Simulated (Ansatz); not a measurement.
# Hf: relaxation of cell and atoms with LDA

The system is Hf.

```xyz
1
Lattice="0.0173 2.2426 2.2628 2.2285 0.0627 2.2173 2.2578 2.2265 0.0334" Properties=species:S:1:pos:R:3 pbc="T T T"
Hf    0.0000    0.0000    0.0000
```

The cell isn't the ideal one: cell strained at random at fixed volume.

```json
{
  "Program": "Ansatz 0.2.0",
  "Task": "relaxation of cell and atoms",
  "Functional": "LDA",
  "Potentials or basis": "all-electron LAPW, scalar-relativistic",
  "Basis error allowed": "0.0005 eV/atom",
  "k mesh": "10 × 10 × 10",
  "Occupations": "fermi-dirac, width 0.1 eV",
  "Spin": "no spin polarisation"
}
```

The relaxed volume is 20.78 Å³/atom, the relaxed cell is a = 3.086 Å, b = 3.087 Å, c = 3.086 Å, α = 59.98°, β = 60.02°, γ = 59.99° and the space group after relaxing (to 0.05 Å) is Fm-3m (No. 225). The energy gained by relaxing is 27.7 meV/atom, the ionic steps are 6 and the pressure after relaxing is 0.0 GPa.

The path:
| step | energy change (eV) | largest force (eV/Å) | volume (Å³) |
| --- | --- | --- | --- |
| 1 | 0.0000 | 0.0000 | 21.88 |
| 2 | -0.0122 | 0.0000 | 19.88 |
| 3 | -0.0273 | 0.0000 | 20.82 |
| 4 | -0.0276 | 0.0000 | 20.78 |
| 5 | -0.0277 | 0.0000 | 20.78 |
| 6 | -0.0277 | 0.0000 | 20.78 |

Final structure:
```
Hf
1.0
     0.00004    2.18141    2.18242
     2.18283    0.00008    2.18235
     2.18288    2.18138    0.00007
Hf
1
Cartesian
  0.0000 0.0000 0.0000
```

Wall time 3.5 min on 1 thread of Intel(R) Xeon(R) Platinum 8488C (Sapphire Rapids), on a shared host, peak memory 0.95 GiB.

The run has no spin-orbit coupling, so splittings on Hf are missing. Zero-point motion and thermal expansion aren't in these numbers.
